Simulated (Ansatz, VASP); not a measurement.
## Ti: VASP beside Ansatz

```
CELL_PARAMETERS angstrom
0.00000 2.05391 2.05391
2.05391 0.00000 2.05391
2.05391 2.05391 0.00000
ATOMIC_POSITIONS crystal
Ti 0.00000 0.00000 0.00000
```

Alike in both runs: functional r2SCAN; k mesh 13 × 13 × 13; occupations gaussian, width 0.1 eV; no spin polarisation.

Ansatz relaxed the structure, and its values are those at the end. VASP's run is a single point on that final structure, the one shown.

```csv
,VASP,Ansatz
version,VASP 6.6.1,Ansatz 0.2.0
potentials or method,"VASP PAW PBE potentials, release 64 (Ti_sv)","plane waves, PAW"
plane-wave cutoff (eV),520,500
valence electrons in the cell,12,12
```

VASP gave:

| Quantity | Value |
| --- | --- |
| pressure (GPa) | 0.4 |

Which values does Ansatz return?

Pressure (GPa): 0.0.

Caveats: the PAW data sets were made with another functional, which shifts forces and pressure a little (VASP).
